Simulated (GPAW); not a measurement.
# MnSi (F-43m) in GPAW: convergence with plane-wave cutoff (eV)

Aim: find how far plane-wave cutoff (eV) must go before the results for MnSi settle, at PBE. This setting moves, with any that are tied to it; all else stays.

All numbers are computed with GPAW 26.7.0; they aren't measurements. Logs are shortened: lines on timing, memory, paths and dates and some standing lists are left out, and cuts for length are marked. The log counts tension as positive stress, the text compression.

**1. The structure**

The structure is cubic, space group F-43m (No. 216). The conventional cell has a = 5.054 Å, b = 5.054 Å, c = 5.054 Å, α = 90.00°, β = 90.00°, γ = 90.00°. Around Mn (site symmetry -43m) lie 4 Si at 2.19 Å. Around Si (site symmetry -43m) lie 4 Mn at 2.19 Å.

The cell was built by a generator and needn't be a form met in nature.

**2. With plane-wave cutoff (eV) 200**

Input file run.py:

```python
from ase.dft.bandgap import bandgap
from ase.io import read, write
from ase.units import GPa
from gpaw import GPAW, PW

atoms = read('MnSi.xyz')
atoms.set_initial_magnetic_moments([4.0, 0.0])

calc = GPAW(mode=PW(200),
            xc='PBE',
            kpts={'size': (7, 7, 7), 'gamma': True},
            occupations={'name': 'fermi-dirac', 'width': 0.05},
            setups={'Mn': '7'},
            nbands=-11,
            convergence={'density': 1e-05, 'energy': 1e-05},
            maxiter=100,
            txt='gpaw.txt')
atoms.calc = calc
energy = atoms.get_potential_energy()
forces = atoms.get_forces()
stress = atoms.get_stress()
calc.write('gs.gpw')
write('result.traj', atoms)
print(f'Energy: {energy:.6f} eV')
print('Forces (eV/A):')
print(forces.round(4))
print('Stress (GPa):', (stress / GPa).round(3))
print('Moments:', calc.get_magnetic_moments().round(3))
print('Fermi level:', round(calc.get_fermi_level(), 4), 'eV')
print(f'Gap: {bandgap(calc)[0]:.4f} eV, direct: {bandgap(calc, direct=True)[0]:.4f} eV')
```

Input file MnSi.xyz:

```xyz
2
Lattice="0.0000000000 2.5272246000 2.5272246000 2.5272246000 0.0000000000 2.5272246000 2.5272246000 2.5272246000 0.0000000000" Properties=species:S:1:pos:R:3 pbc="T T T"
Mn     0.0000000000      0.0000000000      0.0000000000
Si     1.2636123000      1.2636123000      1.2636123000
```

Potentials or basis: GPAW PAW data sets (gpaw-data 1.2.1), other valence, pw.

Launch:

```bash
OMP_NUM_THREADS=1 python run.py
```

It took 6.1 s on 1 thread of Arm Neoverse V2, shared host; peak memory 0.12 GiB.

What came out:

```yaml
Free_energy: -12.2207 eV
Pressure: 4.5 GPa
Band_gap_on_the_k_mesh: none (metal or under the smearing width)
Net_moment: 2.06 μB per cell
Site_moments: Mn +2.13; Si -0.12 μB
```

**3. With plane-wave cutoff (eV) 250**

run.py: that of step 2 with these lines changed.

```diff
@@ -8,3 +8,3 @@
 
-calc = GPAW(mode=PW(200),
+calc = GPAW(mode=PW(250),
             xc='PBE',
```

MnSi.xyz is that of step 2.

Potentials or basis: GPAW PAW data sets (gpaw-data 1.2.1), other valence, pw.

Launch:

```bash
OMP_NUM_THREADS=1 python run.py
```

Run time: 7 s. Hardware: 1 thread of Arm Neoverse V2, shared host; peak memory 0.12 GiB.

What came out:

```
Free energy            : -12.6410 eV
Pressure               : 20.6 GPa
Band gap on the k mesh : none (metal or under the smearing width)
Net moment             : 2.06 μB per cell
Site moments           : Mn +2.12; Si -0.12 μB
```

**4. With plane-wave cutoff (eV) 300**

run.py: that of step 3 with these lines changed.

```diff
@@ -8,3 +8,3 @@
 
-calc = GPAW(mode=PW(250),
+calc = GPAW(mode=PW(300),
             xc='PBE',
```

MnSi.xyz is that of step 3.

Launch:

```bash
OMP_NUM_THREADS=1 python run.py
```

Run time: 7.9 s. Hardware: 1 thread of Arm Neoverse V2, shared host; peak memory 0.13 GiB.

What came out:

```
Free energy            : -12.6632 eV
Pressure               : 20.3 GPa
Band gap on the k mesh : none (metal or under the smearing width)
Net moment             : 2.06 μB per cell
Site moments           : Mn +2.12; Si -0.12 μB
```

**5. With plane-wave cutoff (eV) 350**

run.py: that of step 4 with these lines changed.

```diff
@@ -8,3 +8,3 @@
 
-calc = GPAW(mode=PW(300),
+calc = GPAW(mode=PW(350),
             xc='PBE',
```

MnSi.xyz is that of step 4.

Launch:

```bash
OMP_NUM_THREADS=1 python run.py
```

Wall time 8.4 s (1 thread of Arm Neoverse V2, shared host); peak memory 0.13 GiB.

What came out:

| Quantity | Value |
| --- | --- |
| Free energy | -12.7287 eV |
| Pressure | 19.4 GPa |
| Band gap on the k mesh | none (metal or under the smearing width) |
| Net moment | 2.06 μB per cell |
| Site moments | Mn +2.13; Si -0.12 μB |

**6. With plane-wave cutoff (eV) 400**

run.py: that of step 5 with these lines changed.

```diff
@@ -8,3 +8,3 @@
 
-calc = GPAW(mode=PW(350),
+calc = GPAW(mode=PW(400),
             xc='PBE',
```

MnSi.xyz is that of step 5.

Potentials or basis: GPAW PAW data sets (gpaw-data 1.2.1), other valence, pw.

Launch:

```bash
OMP_NUM_THREADS=1 python run.py
```

Wall time 13 s (1 thread of Arm Neoverse V2, shared host); peak memory 0.14 GiB.

Results:

* Free energy: -12.7934 eV
* Pressure: 19.9 GPa
* Band gap on the k mesh: none (metal or under the smearing width)
* Net moment: 2.06 μB per cell
* Site moments: Mn +2.13; Si -0.12 μB

**7. With plane-wave cutoff (eV) 500**

run.py: that of step 6 with these lines changed.

```diff
@@ -8,3 +8,3 @@
 
-calc = GPAW(mode=PW(400),
+calc = GPAW(mode=PW(500),
             xc='PBE',
```

MnSi.xyz is that of step 6.

Launch:

```bash
OMP_NUM_THREADS=1 python run.py
```

Run time: 13 s. Hardware: 1 thread of Arm Neoverse V2, shared host; peak memory 0.15 GiB.

The run converged. Its results:

```
Free energy            : -12.8300 eV
Pressure               : 21.1 GPa
Band gap on the k mesh : none (metal or under the smearing width)
Net moment             : 2.06 μB per cell
Site moments           : Mn +2.13; Si -0.12 μB
```

**8. With plane-wave cutoff (eV) 600**

run.py: that of step 7 with these lines changed.

```diff
@@ -8,3 +8,3 @@
 
-calc = GPAW(mode=PW(500),
+calc = GPAW(mode=PW(600),
             xc='PBE',
```

MnSi.xyz is that of step 7.

Launch:

```bash
OMP_NUM_THREADS=1 python run.py
```

Wall time 20 s (1 thread of Arm Neoverse V2, shared host); peak memory 0.15 GiB.

Results (log left out):

```yaml
Free_energy: -12.8377 eV
Pressure: 20.8 GPa
Band_gap_on_the_k_mesh: none (metal or under the smearing width)
Net_moment: 2.06 μB per cell
Site_moments: Mn +2.13; Si -0.12 μB
```

**9. With plane-wave cutoff (eV) 800**

run.py: that of step 8 with these lines changed.

```diff
@@ -8,3 +8,3 @@
 
-calc = GPAW(mode=PW(600),
+calc = GPAW(mode=PW(800),
             xc='PBE',
```

MnSi.xyz is that of step 8.

Potentials or basis: GPAW PAW data sets (gpaw-data 1.2.1), other valence, pw.

Launch:

```bash
OMP_NUM_THREADS=1 python run.py
```

Run time: 26 s. Hardware: 1 thread of Arm Neoverse V2, shared host; peak memory 0.18 GiB.

It converged, with:

- Free energy: -12.8704 eV
- Pressure: 20.9 GPa
- Band gap on the k mesh: none (metal or under the smearing width)
- Net moment: 2.06 μB per cell
- Site moments: Mn +2.14; Si -0.12 μB

**10. With plane-wave cutoff (eV) 1000**

run.py: that of step 9 with these lines changed.

```diff
@@ -8,3 +8,3 @@
 
-calc = GPAW(mode=PW(800),
+calc = GPAW(mode=PW(1000),
             xc='PBE',
```

MnSi.xyz is that of step 9.

Potentials or basis: GPAW PAW data sets (gpaw-data 1.2.1), other valence, pw.

Launch:

```bash
OMP_NUM_THREADS=1 python run.py
```

gpaw.txt:

```text
__  _  _
 | _ |_)|_||  |
 |__||  | ||/\| - 26.7.0

Input parameters:
  mode=PW(ecut=1000.0),
  convergence={'density': 1e-05, 'energy': 1e-05},
  kpts=MonkhorstPack(size=(7, 7, 7), gamma=True),
  maxiter=100,
  nbands=-11,
  occupations=Occupations(name='fermi-dirac', width=0.05),
  setups={'Mn': '7'},
  xc=XC(name='PBE')

Diagonalizing LCAO Hamiltonian
Converting LCAO to pw mode

           Si

       Mn

Atoms  # Å, Bohr magnetons
|   | symbol |        x |        y |        z |    initial magnetic moments |
|---|--------|----------|----------|----------|-----------------------------|
| 0 |     Mn | 0.000000 | 0.000000 | 0.000000 | ( 0.0000,  0.0000,  4.0000) |
| 1 |     Si | 1.263612 | 1.263612 | 1.263612 | ( 0.0000,  0.0000,  0.0000) |

Unit cell  # Å
| periodic |        x |        y |        z |  lengths |    angles |
|----------|----------|----------|----------|----------|-----------|
|      yes | 0.000000 | 2.527225 | 2.527225 | 3.574035 | 60.000000 |
|      yes | 2.527225 | 0.000000 | 2.527225 | 3.574035 | 60.000000 |
|      yes | 2.527225 | 2.527225 | 0.000000 | 3.574035 | 60.000000 |

Number of symmetries: 24
Symmetry operations  # r_c * U_cc + t_c -> r_c
|    | kind |            matrix            |
|----|------|------------------------------|
|  0 |  E   |  1, 0, 0,  0, 1, 0,  0, 0, 1 |
|  1 |  σ   |  1, 0, 0,  0, 0, 1,  0, 1, 0 |
|  2 |  σ   |  1, 0,-1,  0, 1,-1,  0, 0,-1 |
|  3 |  C3  |  1, 0,-1,  0, 0,-1,  0, 1,-1 |
|  4 |  C3  |  1,-1, 0,  0,-1, 1,  0,-1, 0 |
|  5 |  σ   |  1,-1, 0,  0,-1, 0,  0,-1, 1 |
|  6 |  σ   |  0, 1, 0,  1, 0, 0,  0, 0, 1 |
|  7 |  C3  |  0, 1, 0,  0, 0, 1,  1, 0, 0 |
|  8 |  C2  |  0, 1,-1,  1, 0,-1,  0, 0,-1 |
|  9 |  S4  |  0, 1,-1,  0, 0,-1,  1, 0,-1 |
| 10 |  C3  |  0, 0, 1,  1, 0, 0,  0, 1, 0 |
| 11 |  σ   |  0, 0, 1,  0, 1, 0,  1, 0, 0 |
| 12 |  S4  |  0, 0,-1,  1, 0,-1,  0, 1,-1 |
| 13 |  C3  |  0, 0,-1,  0, 1,-1,  1, 0,-1 |
| 14 |  S4  |  0,-1, 1,  1,-1, 0,  0,-1, 0 |
| 15 |  C2  |  0,-1, 1,  0,-1, 0,  1,-1, 0 |
| 16 |  C3  |  0,-1, 0,  1,-1, 0,  0,-1, 1 |
| 17 |  S4  |  0,-1, 0,  0,-1, 1,  1,-1, 0 |
| 18 |  S4  | -1, 1, 0, -1, 0, 1, -1, 0, 0 |
| 19 |  C3  | -1, 1, 0, -1, 0, 0, -1, 0, 1 |
| 20 |  C3  | -1, 0, 1, -1, 1, 0, -1, 0, 0 |
| 21 |  S4  | -1, 0, 1, -1, 0, 0, -1, 1, 0 |
| 22 |  σ   | -1, 0, 0, -1, 1, 0, -1, 0, 1 |
| 23 |  C2  | -1, 0, 0, -1, 0, 1, -1, 1, 0 |

BZ-sampling:
  Number of BZ points: 343
  Number of IBZ points: 20

  Monkhorst-Pack size: [7, 7, 7]
  Monkhorst-Pack shift: [0, 0, 0]

K-points  # in reciprocal-cell coordinates
|     |                                coordinates |     weight |
|-----|--------------------------------------------|------------|
|   0 | (  0.00000000,   0.00000000,   0.00000000) | 0.00291545 |
|   1 | (  0.14285714,   0.14285714,   0.00000000) | 0.01749271 |
|   2 | (  0.14285714,   0.14285714,   0.14285714) | 0.02332362 |
|   3 | (  0.28571429,   0.14285714,   0.14285714) | 0.03498542 |
|   4 | (  0.28571429,   0.28571429,   0.00000000) | 0.01749271 |
|   5 | (  0.28571429,   0.28571429,   0.14285714) | 0.06997085 |
|   6 | (  0.28571429,   0.28571429,   0.28571429) | 0.02332362 |
|   7 | (  0.42857143,  -0.28571429,  -0.28571429) | 0.03498542 |
|   8 | (  0.42857143,   0.28571429,  -0.42857143) | 0.13994169 |
|   9 | (  0.42857143,   0.28571429,  -0.28571429) | 0.06997085 |
| ... |                                            |            |
|  19 | (  0.42857143,   0.42857143,   0.42857143) | 0.02332362 |

Plane wave coefficients: 2334
Cutoff: 1000.0 eV

Spin-components: 2 (collinear spins)
Bands:           18
Projectors:      11
Spin-degeneracy: 1
Datatype:        complex128

Parallelization:
  kpt:    1
  domain: 1
  band:   1

Density:
  Valence electrons: 11.0
  Components: 2
  Grid points: [27 27 27]
  Charge: 0.0  # |e|

Potential:
  Grid points: [27 27 27]

species:
  Mn:
    name:    Manganese
    Z:       25.0
    valence: 7
    core:    18
    charge:  0.0  # [|e|]
    compensation charges:
      type: gauss
      rc: 0.35  # [Å]
      lmax: 2
    cutoffs:
      filter: 2.06  # [Å]
      core: 2.81  # [Å]
    projectors
    | kind |    occ | energy [eV] | rcut [Å] |
    |------|--------|-------------|----------|
    |   4s |  2.000 |      -5.106 |    1.164 |
    |   4p |  0.000 |      -1.371 |    1.111 |
    |   3d |  5.000 |      -6.771 |    1.111 |
    |    s |        |      22.105 |    1.164 |
    |    p |        |      25.840 |    1.111 |
    |    d |        |      20.441 |    1.111 |

    Using partial waves for Mn as LCAO basis

  Si:
    name:    Silicon
    Z:       14.0
    valence: 4
    core:    10
    charge:  0.0  # [|e|]
    compensation charges:
      type: gauss
      rc: 0.33  # [Å]
      lmax: 2
    cutoffs:
      filter: 1.86  # [Å]
      core: 2.06  # [Å]
    projectors
    | kind |    occ | energy [eV] | rcut [Å] |
    |------|--------|-------------|----------|
    |   3s |  2.000 |     -10.812 |    1.058 |
    |   3p |  2.000 |      -4.081 |    1.058 |
    |    s |        |      16.399 |    1.058 |
    |    p |        |      23.130 |    1.058 |
    |    d |        |       0.000 |    1.058 |

    Using partial waves for Si as LCAO basis

Reference energy: -39400.432321  # eV

eigensolver:
  PPCG
  Converge bands: occupied
  niter=2

density mixing:
  MSR1-Mixer
  Pratt-step length: 0.05
  Maximum mixing coefficient: 0.75
  Old densities: 10
  SVD Regularization: 0.005
  Good broyden scale: 1.0
  Trust region scale: 1.0
  Backstep threshold: 4.0
  History deletion threshold: 6.0
  Fourier metric: weight=20.0, sigma=0.015

occupation numbers:
  Fermi-Dirac:
    width: 0.0500  # eV

poisson solver:
  ecut: 8000.0  # eV

xc functional:
  name: PBE with 2 nearest neighbor stencil

convergence criteria:
- Maximum integral of absolute [dens]ity change: 1e-05 electrons / valence electron
- Maximum [total energy] change in last 3 cyles: 1e-05 eV / valence electron
- Maximum integral of absolute [eigenst]ate change: 4e-08 eV^2 / valence electron
maximum number of iterations: 100

SCF iterations
|iter     | |      energy | eigst |  dens |  magmom |
|---------|-|-------------|-------|-------|---------|
|iter:   1| |  -12.494731 | +0.27 |       |  +4.0096|
|iter:   2| |  -12.504854 | -1.76 | -0.65 |  +3.9365|
|iter:   3| |  -13.126555 | -1.79 | -0.68 |  +2.9265|
|iter:   4| |  -13.007392 | -1.38 | -0.78 |  +2.4877|
|iter:   5| |  -12.865251 | -2.14 | -1.00 |  +2.1368|
|iter:   6| |  -12.869166 | -3.51 | -1.70 |  +2.0608|
|iter:   7| |  -12.870169 | -4.70 | -2.08 |  +2.0509|
|iter:   8| |  -12.870452 | -4.75 | -2.36 |  +2.0588|
|iter:   9| |  -12.870453 | -6.44 | -3.11 |  +2.0605|
|iter:  10| |  -12.870454c| -7.08 | -3.57 |  +2.0618|
|iter:  11| |  -12.870455c| -7.91c| -4.64 |  +2.0619|
|iter:  12| |  -12.870455c| -8.55c| -5.07c|  +2.0619|

Converged in 12 steps
Energy contributions relative to reference atoms: (reference = -39400.432321)

Energy contributions:
  Kinetic:          32.778387
  Coulomb:         -27.339055
  Zero:              0.098905
  External:          0.000000
  Xc:              -18.402907
  Entropy:          -0.011569
  Spinorbit:         0.000000
  ----------------------------
  Free energy:     -12.876239
  Extrapolated:    -12.870455

dipole moment: (-15.609280, -15.609280, -15.609280)  # |e|*Ang

Total magnetic moment: (0.000000, 0.000000, 2.061898)

Local magnetic moments
|        x |        y |         z |
|----------|----------|-----------|
| 0.000000 | 0.000000 |  2.137137 |  # Mn   0
| 0.000000 | 0.000000 | -0.120784 |  # Si   1

Fermi level: 6.553
Eigenvalues  # (at kpt = [0.000, 0.000, 0.000])
| band index |      eig [eV] | occ [0-1] |      eig [eV] | occ [0-1] |
|------------|---------------|-----------|---------------|-----------|
|          0 |        -3.533 |     1.000 |        -3.522 |     1.000 |
|          1 |         3.677 |     1.000 |         4.771 |     1.000 |
|          2 |         3.677 |     1.000 |         4.771 |     1.000 |
|          3 |         3.677 |     1.000 |         4.771 |     1.000 |
|          4 |         4.802 |     1.000 |         7.111 |     0.000 |
|          5 |         4.802 |     1.000 |         7.111 |     0.000 |
|          6 |        13.570 |     0.000 |        13.913 |     0.000 |
|          7 |        13.570 |     0.000 |        13.913 |     0.000 |
|          8 |        13.570 |     0.000 |        13.913 |     0.000 |
|          9 |        14.466 |     0.000 |        14.978 |     0.000 |
|         10 |        14.466 |     0.000 |        14.978 |     0.000 |
|         11 |        14.466 |     0.000 |        14.978 |     0.000 |
|         12 |        15.460 |     0.000 |        15.346 |     0.000 |
|        ... |               |           |               |           |
|         17 |        22.222 |     0.000 |        22.395 |     0.000 |

No gap
No difference between direct/indirect transitions

Forces  # eV/Ang
|        x |        y |        z |
|----------|----------|----------|
| -0.00000 | -0.00000 | -0.00000 |  # Mn   0
| -0.00000 |  0.00000 | -0.00000 |  # Si   1

Stress tensor  # eV/Ang^3
|         x |         y |         z |
|-----------|-----------|-----------|
| -0.131977 |  0.000000 |  0.000000 |
|  0.000000 | -0.131977 |  0.000000 |
|  0.000000 |  0.000000 | -0.131977 |

# Writing to gs.gpw (mode='')
```

It took 36 s on 1 thread of Arm Neoverse V2, shared host; peak memory 0.2 GiB.

What came out:

| Property | Result |
| --- | --- |
| Free energy | -12.8762 eV |
| Pressure | 21.1 GPa |
| Band gap on the k mesh | none (metal or under the smearing width) |
| Net moment | 2.06 μB per cell |
| Site moments | Mn +2.14; Si -0.12 μB |

**11. Result**

```
plane-wave cutoff (eV)  energy less the tightest run, at zero smearing (meV/atom)  pressure (GPa)  largest site moment (μB)  SCF cycles  CPU time (s)  peak memory (GiB)
                   200                                                     327.79            4.54                      2.13          13           6.1               0.12
                   250                                                     117.66           20.62                      2.12          12             7               0.12
                   300                                                     106.52           20.32                      2.12          12           7.9               0.13
                   350                                                      73.77           19.45                      2.13          12           8.4               0.13
                   400                                                      41.41           19.93                      2.13          12            13               0.14
                   500                                                      23.15           21.09                      2.13          12            13               0.15
                   600                                                      19.27           20.81                      2.13          12            20               0.15
                   800                                                       2.91           20.94                      2.14          12            26               0.18
                  1000                                                       0.00           21.15                      2.14          12            36                0.2
```

Against the tightest run, the largest site moment stays within 0.02 μB from 300 on. Not settled before the last step: the energy (to 1 meV/atom), the pressure (to 0.1 GPa). The tightest run that finished is the yardstick and may itself not be fully converged.

Caveats: so large a pressure means that the cell lies far from this level's equilibrium, or that cutoff or potentials fall short.
